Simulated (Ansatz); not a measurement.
**Gold (omega (AlB2-type)) across density functionals**

All rows: Ansatz, plane waves with scalar-relativistic PAW, 420 eV (500 eV for the SCAN forms), relaxed under each functional, no dispersion correction, no zero-point motion. B₀ comes from uniform scaling at fixed shape; a dash is a value not given.

| functional | V (Å³/atom) | cell | B₀ (GPa) | magnetic state | ΔE to fcc (meV/atom) |
| --- | --- | --- | --- | --- | --- |
| PBE | 18.36 | a = 4.740 Å, c = 2.832 Å (c/a = 0.597) | 132 | spin not included | 62 |
| r²SCAN | 17.92 | a = 4.703 Å, c = 2.806 Å (c/a = 0.597) | 146 | spin not included | 64 |
| PBEsol | 17.37 | a = 4.652 Å, c = 2.780 Å (c/a = 0.598) | 165 | spin not included | 79 |
| LDA | 16.91 | a = 4.612 Å, c = 2.755 Å (c/a = 0.597) | 185 | spin not included | 81 |
| revPBE | 18.75 | a = 4.772 Å, c = 2.852 Å (c/a = 0.598) | 119 | spin not included | 57 |
| RPBE | 18.92 | a = 4.787 Å, c = 2.861 Å (c/a = 0.598) | 114 | spin not included | 53 |
| BLYP | 19.87 | a = 4.872 Å, c = 2.900 Å (c/a = 0.595) | 98 | spin not included | 32 |

LDA gives the smallest volume and BLYP the largest.
